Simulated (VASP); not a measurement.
# BP (F-43m) in VASP: further runs, part 2 of 2

VASP 6.6.1.

## 3. G0W0 quasiparticle levels, PBE

POSCAR reads:

```
BP
1.0
    0.0000000000      2.2690000000      2.2690000000
    2.2690000000      0.0000000000      2.2690000000
    2.2690000000      2.2690000000      0.0000000000
P B
1 1
Direct
    0.7500000000      0.7500000000      0.7500000000
    0.0000000000      0.0000000000      0.0000000000
```

INCAR.step1 reads:

```
SYSTEM = BP
PREC = Accurate
ENCUT = 450
EDIFF = 1E-8
ISMEAR = 0
SIGMA = 0.01
LREAL = .FALSE.
LASPH = .TRUE.
NELM = 80
ALGO = Normal
LWAVE = .TRUE.
LCHARG = .FALSE.
GGA = PE
```

INCAR.step2 reads:

```
SYSTEM = BP
PREC = Accurate
ENCUT = 450
EDIFF = 1E-8
ISMEAR = 0
SIGMA = 0.01
LREAL = .FALSE.
LASPH = .TRUE.
NELM = 1
ALGO = Exact
LWAVE = .TRUE.
LCHARG = .FALSE.
GGA = PE
NBANDS = 60
LOPTICS = .TRUE.
ISTART = 1
```

INCAR.step3 reads:

```
SYSTEM = BP
PREC = Accurate
ENCUT = 450
EDIFF = 1E-8
ISMEAR = 0
SIGMA = 0.01
LREAL = .FALSE.
LASPH = .TRUE.
ALGO = EVGW0
LWAVE = .FALSE.
LCHARG = .FALSE.
GGA = PE
NELMGW = 1
NBANDS = 60
ENCUTGW = 50
NOMEGA = 48
PRECFOCK = Fast
ISTART = 1
NBANDSGW = 12
```

KPOINTS reads:

```
Automatic mesh
0
G
  3 3 3
  0 0 0
```

Potentials or basis: VASP PAW PBE potentials, release 64 (P_GW, B_GW).

Command:

```
cat potpaw_PBE.64/P_GW/POTCAR potpaw_PBE.64/B_GW/POTCAR > POTCAR
cp INCAR.step1 INCAR
mpirun -np 1 vasp_std > vasp.out
cp INCAR.step2 INCAR
mpirun -np 1 vasp_std > vasp.out
cp INCAR.step3 INCAR
mpirun -np 1 vasp_std > vasp.out
```

OUTCAR:

```text
SYSTEM = BP
   PREC = Accurate
   ENCUT = 450
   EDIFF = 1E-8
   ISMEAR = 0
   LREAL = .FALSE.
   LASPH = .TRUE.
   GGA = PE
   NELMGW = 1
   ENCUTGW = 50
   PRECFOCK = Fast
   ISTART = 1

 Found      4 irreducible k-points:

 Following reciprocal coordinates:
            Coordinates               Weight
  0.000000  0.000000  0.000000      1.000000
  0.333333  0.000000  0.000000      8.000000
  0.333333  0.333333  0.000000      6.000000
 -0.333333  0.333333  0.000000     12.000000
   k-points           NKPTS =      4   k-points in BZ     NKDIM =     27   number of bands    NBANDS=     60
   number of dos      NEDOS =    301   number of ions     NIONS =      2
   total plane-waves  NPLWV =  13824
   dimension x,y,z NGX =    24 NGY =   24 NGZ =   24
   dimension x,y,z NGXF=    48 NGYF=   48 NGZF=   48
   ions per type =               1   1
   NGX,Y,Z   is equivalent  to a cutoff of  12.43, 12.43, 12.43 a.u.
   NGXF,Y,Z  is equivalent  to a cutoff of  24.87, 24.87, 24.87 a.u.
 SYSTEM =  BP
   PREC   = accura    normal or accurate (medium, high low for compatibility)
   ISTART =      1    job   : 0-new  1-cont  2-samecut
   ICHARG =      0    charge: 1-file 2-atom 10-const
   ISPIN  =      1    spin polarized calculation?
   LNONCOLLINEAR =      F non collinear calculations
   LSORBIT =      F    spin-orbit coupling
   LASPH  =      T    aspherical Exc in radial PAW
   ENCUT  =  450.0 eV  33.07 Ry    5.75 a.u.   5.55  5.55  5.55*2*pi/ulx,y,z
   NELM   =     60;   NELMIN=  2; NELMDL=  0     # of ELM steps
   EDIFF  = 0.1E-07   stopping-criterion for ELM
   LREAL  =      F    real-space projection
   EDIFFG = 0.1E-06   stopping-criterion for IOM
   NSW    =      0    number of steps for IOM
   IBRION =     -1    ionic relax: 0-MD 1-quasi-New 2-CG
   NFREE  =      0    steps in history (QN), initial steepest desc. (CG)
   ISIF   =      0    stress and relaxation
   ISYM   =      3    0-nonsym 1-usesym 2-fastsym
   POTIM  = 0.5000    time-step for ionic-motion
   TEBEG  =    0.0;   TEEND  =   0.0 temperature during run
   PSTRESS=    0.0 pullay stress
   NELECT =       8.0000    total number of electrons
   NUPDOWN=      -1.0000    fix difference up-down
   EMIN   =  10.00;   EMAX   =-10.00  energy-range for DOS
   EFERMI =   0.00;   METHOD = LEGACY
   ISMEAR =     0;   SIGMA  =   0.01  broadening in eV -4-tet -1-fermi 0-gaus
   EFERMI_NEDOS =   21; number of points for ismear=-14 and -15
   IALGO  =     38    algorithm
   IMIX   =      4    mixing-type and parameters
     AMIX     =   0.40;   BMIX     =  1.00
     AMIX_MAG =   1.60;   BMIX_MAG =  1.00
  volume/ion in A,a.u.               =      11.68        78.83
  Fermi-wavevector in a.u.,A,eV,Ry     =   1.145320  2.164342 17.847562  1.311759
  Thomas-Fermi vector in A             =   2.282009
   LORBIT       =      0    0 simple, 1 ext, 2 COOP (PROOUT), +10 PAW based schemes
   GGA     = PE    functional components
   LHFCALC =     T    Hartree Fock is set to
   PRECFOCK=fast      Normal, Fast or Accurate (Low or Medium for compatibility)
   ENCUT4O =  -1.0   cutoff for four orbital integrals eV
   NKREDX  =     1    reduce k-point grid by
   NKREDY  =     1    reduce k-point grid by
   NKREDZ  =     1    reduce k-point grid by
   AEXX    =    1.0000 exact exchange contribution
   HFSCREEN=    0.0000 screening length (either q_TF or 0.3 A-1)
   HFSCREENC=   0.0000 screening length for correlation (either q_TF or 0.3 A-1)
   ENCUTFOCK=  -1.0 apply spherical cutoff to Coloumb kernel
   IVDW    =     0    specifies the selected vdW correction
   LEPSILON=     F    determine dielectric tensor
   LRPA    =     F    only Hartree local field effects (RPA)
   LRPAFORCE           =     F    calculate RPA forces
   ENCUTGW             =  50.0    cutoff for response function in eV
   ENCUTGWSOFT         =  40.0    soft cutoff for Coulomb kernel in GW response function in eV
   ENCUTLF             =  -1.0    cutoff for local field effects
   NELMGW              =     1    number of iterations in solving QP/BSE equation
   NELMHF              =     1    number of iterations in the inner HF iteration
   NKREDLFX            =     1    NKREDLFY  =   1   NKREDLFZ  =   1
 non-spin polarized calculation
 Gauss-broadening in eV      SIGMA  =   0.01
  energy-cutoff  :      450.00
  volume of cell :       23.36
 maximum number of plane-waves:       531
 NGX is ok and might be reduce to    24
  NGX = 14; NGY = 14; NGZ = 14
   NGX = 11   NGY = 11   NGZ = 11
 maximum number of plane-waves:        22
 NGX is ok and might be reduce to    10

 QP shifts <psi_nk| G(iteration)W_0 |psi_nk>: iteration 1
 for sc-GW calculations column KS-energies equals QP-energies in previous step
 and V_xc(KS)=  KS-energies - (<T + V_ion + V_H > + <T+V_H+V_ion>^1  + <V_x>^1)

 k-point   1 :       0.0000    0.0000    0.0000
  band No.  KS-energies  QP-energies   sigma(KS)   V_xc(KS)     V^pw_x(r,r')   Z            occupation Imag(sigma)

      1      -8.2562      -8.6506     -12.5825     -12.0443     -20.4104       0.7329       2.0000       1.5087
      2       7.2423       7.2881     -13.2747     -13.3323     -15.6940       0.7947       2.0000       0.0933
      3       7.2423       7.2881     -13.2747     -13.3323     -15.6940       0.7947       2.0000       0.0933
      4       7.2423       7.2881     -13.2747     -13.3323     -15.6940       0.7947       2.0000       0.0933
      5      10.5996      11.2746     -11.1956     -12.0587      -6.6990       0.7820       0.0000      -0.1034
      6      10.5996      11.2746     -11.1956     -12.0587      -6.6990       0.7820       0.0000      -0.1034
      7      10.5996      11.2746     -11.1956     -12.0587      -6.6990       0.7820       0.0000      -0.1034
      8      14.6211      15.4272     -11.6999     -12.7388      -5.8616       0.7759       0.0000      -0.2390
      9      18.7364      18.6543      -9.4499      -9.3455      -3.2088       0.7864       0.0000      -0.4197
     10      19.2001      19.9925     -10.7247     -11.7529      -4.8887       0.7706       0.0000      -0.2629
     11      19.2001      19.9925     -10.7247     -11.7529      -4.8887       0.7706       0.0000      -0.2629
     12      22.8563      23.1013      -9.5575      -9.8669      -2.7229       0.7918       0.0000      -0.7613

 k-point   2 :       0.3333    0.0000    0.0000
  band No.  KS-energies  QP-energies   sigma(KS)   V_xc(KS)     V^pw_x(r,r')   Z            occupation Imag(sigma)

      1      -6.3381      -6.6866     -12.7276     -12.2494     -19.8743       0.7289       2.0000       1.1224
      2       0.4812       0.1726     -12.6019     -12.1915     -16.7983       0.7521       2.0000       0.2923
      3       5.7643       5.7138     -13.1207     -13.0562     -15.8315       0.7839       2.0000       0.1080
      4       5.7643       5.7138     -13.1207     -13.0562     -15.8315       0.7839       2.0000       0.1080
      5      11.1127      11.7119     -11.3204     -12.0845      -6.5521       0.7842       0.0000      -0.1147
      6      12.0497      12.7292     -10.9642     -11.8323      -6.1150       0.7828       0.0000      -0.1237
      7      12.0497      12.7292     -10.9642     -11.8323      -6.1150       0.7828       0.0000      -0.1237
      8      17.3386      17.8144     -10.3447     -10.9706      -3.9912       0.7602       0.0000      -0.3458
      9      19.0046      19.6556     -10.5983     -11.4359      -4.5850       0.7772       0.0000      -0.3605
     10      19.0046      19.6556     -10.5983     -11.4359      -4.5850       0.7772       0.0000      -0.3605
     11      20.6568      20.9479     -10.1263     -10.5014      -3.6857       0.7757       0.0000      -0.4781
     12      24.9945      25.5526     -10.5577     -11.2976      -3.3551       0.7543       0.0000      -0.7853

 k-point   3 :       0.3333    0.3333    0.0000
  band No.  KS-energies  QP-energies   sigma(KS)   V_xc(KS)     V^pw_x(r,r')   Z            occupation Imag(sigma)

      1      -5.6621      -6.0310     -12.7771     -12.2893     -19.6316       0.7563       2.0000       1.0219
      2       1.6264       1.4057     -13.1900     -12.9007     -17.2483       0.7628       2.0000       0.2521
      3       3.7285       3.5347     -12.8222     -12.5712     -16.0353       0.7719       2.0000       0.1432
      4       3.7285       3.5347     -12.8222     -12.5712     -16.0353       0.7719       2.0000       0.1432
      5       8.5793       8.9509     -10.5890     -11.0563      -6.2808       0.7953       0.0000      -0.0867
      6      10.4955      10.7999     -10.0745     -10.4579      -5.2513       0.7939       0.0000      -0.1041
      7      16.8164      17.8094     -11.4677     -12.7487      -5.5689       0.7751       0.0000      -0.3006
      8      16.8164      17.8094     -11.4677     -12.7487      -5.5689       0.7751       0.0000      -0.3006
      9      20.8930      21.7990     -11.4600     -12.6458      -4.7080       0.7641       0.0000      -0.5271
     10      21.8821      22.7389     -10.8098     -11.9044      -4.3625       0.7828       0.0000      -0.5176
     11      24.4353      24.9628     -10.5389     -11.2334      -3.5072       0.7596       0.0000      -0.7353
     12      26.9735      27.7859     -10.9629     -12.0371      -3.5594       0.7564       0.0000      -1.0507

 k-point   4 :      -0.3333    0.3333    0.0000
  band No.  KS-energies  QP-energies   sigma(KS)   V_xc(KS)     V^pw_x(r,r')   Z            occupation Imag(sigma)

      1      -3.8247      -4.0686     -13.0430     -12.7142     -19.3027       0.7417       2.0000       0.7507
      2      -0.6121      -0.9592     -12.9752     -12.5124     -17.8964       0.7500       2.0000       0.4150
      3       0.8718       0.4961     -12.1206     -11.6314     -15.7545       0.7679       2.0000       0.2357
      4       4.1665       4.0011     -12.9076     -12.6946     -16.0028       0.7763       2.0000       0.1356
      5       9.8351      10.2207     -10.4239     -10.9091      -5.8143       0.7947       0.0000      -0.0998
      6      15.4335      16.0438     -10.8070     -11.5956      -5.2861       0.7739       0.0000      -0.2172
      7      15.7422      16.6501     -11.1712     -12.3392      -5.3371       0.7773       0.0000      -0.2740
      8      16.9753      17.8254     -11.3761     -12.4877      -5.3046       0.7647       0.0000      -0.3142
      9      17.6280      18.4180     -11.1113     -12.1376      -5.1107       0.7697       0.0000      -0.3095
     10      18.8698      19.4836     -10.5846     -11.3649      -4.7725       0.7867       0.0000      -0.3434
     11      25.9044      26.6951     -11.0209     -12.0791      -3.4867       0.7472       0.0000      -0.8822
     12      27.2862      27.5503      -9.8073     -10.1504      -2.6179       0.7698       0.0000      -0.9533
```

Wall time 13 s (1 thread of Intel Xeon Platinum 8259CL at 2.50GHz (Skylake/Cascade Lake), shared host); peak memory 0.16 GiB.

The run converged, but some of its settings lie outside the range that counts as converged, so its numbers aren't taken as properties of the crystal.

What came out:

| Quantity | Value |
| --- | --- |
| Band gap on the k mesh, mean-field level | 1.34 eV, indirect (least direct gap 3.36 eV) |
| Quasiparticle gap | 1.66 eV |
| Least direct quasiparticle gap | 3.99 eV |

Caveat: the k mesh is coarse (spacing up to 0.80 Å⁻¹), so the values aren't converged; bands, screening cutoff and mesh are small and nothing is extrapolated, so the quasiparticle values aren't converged; an odd mesh through Γ misses points on the zone boundary, where band edges often lie.

## 4. G0W0 quasiparticle levels, PBE

POSCAR is that of step 3.

INCAR.step1 is that of step 3.

INCAR.step2, as its differences from that of step 3:

```diff
@@ -13,3 +13,3 @@
 GGA = PE
-NBANDS = 60
+NBANDS = 18
 LOPTICS = .TRUE.
```

INCAR.step3, as its differences from that of step 3:

```diff
@@ -13,4 +13,4 @@
 NELMGW = 1
-NBANDS = 60
-ENCUTGW = 50
+NBANDS = 18
+ENCUTGW = 100
 NOMEGA = 48
```

KPOINTS reads:

```
Automatic mesh
0
G
  4 4 4
  0 0 0
```

Potentials or basis: VASP PAW PBE potentials, release 64 (P_GW, B_GW).

Command:

```
cat potpaw_PBE.64/P_GW/POTCAR potpaw_PBE.64/B_GW/POTCAR > POTCAR
cp INCAR.step1 INCAR
mpirun -np 1 vasp_std > vasp.out
cp INCAR.step2 INCAR
mpirun -np 1 vasp_std > vasp.out
cp INCAR.step3 INCAR
mpirun -np 1 vasp_std > vasp.out
```

OUTCAR:

```text
SYSTEM = BP
   PREC = Accurate
   ENCUT = 450
   EDIFF = 1E-8
   ISMEAR = 0
   LREAL = .FALSE.
   LASPH = .TRUE.
   GGA = PE
   NELMGW = 1
   ENCUTGW = 100
   PRECFOCK = Fast
   ISTART = 1

 Found      8 irreducible k-points:

 Following reciprocal coordinates:
            Coordinates               Weight
  0.000000  0.000000  0.000000      1.000000
  0.250000  0.000000  0.000000      8.000000
  0.500000  0.000000  0.000000      4.000000
  0.250000  0.250000  0.000000      6.000000
  0.500000  0.250000  0.000000     24.000000
 -0.250000  0.250000  0.000000     12.000000
   k-points           NKPTS =      8   k-points in BZ     NKDIM =     64   number of bands    NBANDS=     18
   number of dos      NEDOS =    301   number of ions     NIONS =      2
   total plane-waves  NPLWV =  13824
   dimension x,y,z NGX =    24 NGY =   24 NGZ =   24
   dimension x,y,z NGXF=    48 NGYF=   48 NGZF=   48
   ions per type =               1   1
[... 57 lines left out ...]
   NKREDLFX            =     1    NKREDLFY  =   1   NKREDLFZ  =   1
 non-spin polarized calculation
 Gauss-broadening in eV      SIGMA  =   0.01
  energy-cutoff  :      450.00
  volume of cell :       23.36
 maximum number of plane-waves:       531
 NGX is ok and might be reduce to    24
  NGX = 14; NGY = 14; NGZ = 14
   NGX = 11   NGY = 11   NGZ = 11
 maximum number of plane-waves:        59
 NGX is ok and might be reduce to    14

 QP shifts <psi_nk| G(iteration)W_0 |psi_nk>: iteration 1
 for sc-GW calculations column KS-energies equals QP-energies in previous step
 and V_xc(KS)=  KS-energies - (<T + V_ion + V_H > + <T+V_H+V_ion>^1  + <V_x>^1)

 k-point   1 :       0.0000    0.0000    0.0000
  band No.  KS-energies  QP-energies   sigma(KS)   V_xc(KS)     V^pw_x(r,r')   Z            occupation Imag(sigma)

      1      -8.3022      -8.6429     -12.5217     -12.0545     -20.4605       0.7292       2.0000       1.5540
      2       7.1719       7.4265     -12.9933     -13.3137     -15.2440       0.7948       2.0000       0.0764
      3       7.1719       7.4265     -12.9933     -13.3137     -15.2440       0.7948       2.0000       0.0764
      4       7.1719       7.4265     -12.9933     -13.3137     -15.2440       0.7948       2.0000       0.0764
      5      10.5598      11.6665     -10.6678     -12.0717      -6.9508       0.7883       0.0000      -0.0891
      6      10.5598      11.6665     -10.6678     -12.0717      -6.9508       0.7883       0.0000      -0.0891
      7      10.5598      11.6665     -10.6678     -12.0717      -6.9508       0.7883       0.0000      -0.0891
      8      14.5483      15.7083     -11.2391     -12.7543      -6.0802       0.7656       0.0000      -0.2089
      9      18.6863      19.3429      -8.5911      -9.4201      -3.3031       0.7921       0.0000      -0.3781
     10      19.1720      20.6817      -9.8222     -11.7567      -4.9412       0.7804       0.0000      -0.3029
     11      19.1720      20.6817      -9.8222     -11.7567      -4.9412       0.7804       0.0000      -0.3029
     12      22.8335      23.9882      -8.4635      -9.9197      -2.7860       0.7929       0.0000      -0.7926
[... 68 lines left out ...]
      1      -5.4767      -5.7186     -12.7033     -12.3696     -19.6598       0.7249       2.0000       1.0391
      2       0.6964       0.5174     -12.8200     -12.5772     -17.2421       0.7373       2.0000       0.2668
      3       1.9216       1.7777     -12.1794     -11.9899     -15.7222       0.7595       2.0000       0.1751
      4       5.2332       5.3153     -12.8270     -12.9324     -15.5545       0.7796       2.0000       0.1016
      5      11.0136      12.0220     -10.0962     -11.3697      -6.1033       0.7918       0.0000      -0.0989
      6      13.5287      14.8005     -10.5448     -12.1900      -5.8943       0.7730       0.0000      -0.1635
      7      14.6717      15.8431     -10.6876     -12.1921      -6.1617       0.7787       0.0000      -0.1761
      8      15.9295      17.1523     -10.3863     -11.9860      -5.1091       0.7644       0.0000      -0.2604
      9      17.0802      18.2701      -9.5606     -11.0743      -4.9038       0.7860       0.0000      -0.2514
     10      19.7991      21.0921     -10.0139     -11.7131      -4.1695       0.7609       0.0000      -0.4944
     11      24.6856      26.0740      -9.9868     -11.8171      -3.6351       0.7586       0.0000      -0.8640
     12      25.3605      26.7126      -8.9365     -10.6755      -3.0541       0.7775       0.0000      -0.8368

 [... further k-points ...]
```

OUTCAR.step2:

```text
SYSTEM = BP
   PREC = Accurate
   ENCUT = 450
   EDIFF = 1E-8
[... 562 lines left out ...]
  --------------------------------------------------------------------------------------------------------------
     0.00000    14.03429    14.03429    14.03429     0.00000     0.00000    -0.00000
     0.55183    14.18590    14.18590    14.18590     0.00000     0.00000    -0.00000
     1.10366    14.67473    14.67473    14.67473     0.00000     0.00000    -0.00000
     1.65548    15.60833    15.60833    15.60833     0.00000     0.00000    -0.00000
     2.20731    17.28020    17.28020    17.28020     0.00000     0.00000    -0.00000
     2.75914    20.74169    20.74169    20.74169     0.00000     0.00000    -0.00000
[... 92 lines left out ...]
    54.07917     0.82429     0.82429     0.82429    -0.00000    -0.00000     0.00000
    54.63100     0.82802     0.82802     0.82802    -0.00000    -0.00000     0.00000
```

It took 17 s on 1 thread of Intel Xeon Platinum 8259CL at 2.50GHz (Skylake/Cascade Lake), shared host; peak memory 0.18 GiB.

The run converged, but some of its settings lie outside the range that counts as converged, so its numbers aren't taken as properties of the crystal.

Results:

| Property | Result |
| --- | --- |
| Band gap on the k mesh, mean-field level | 1.32 eV, indirect (least direct gap 3.39 eV) |
| Quasiparticle gap | 1.82 eV |
| Least direct quasiparticle gap | 4.24 eV |

Caveat: the k mesh is coarse (spacing up to 0.60 Å⁻¹), so the values aren't converged; bands, screening cutoff and mesh are small and nothing is extrapolated, so the quasiparticle values aren't converged.
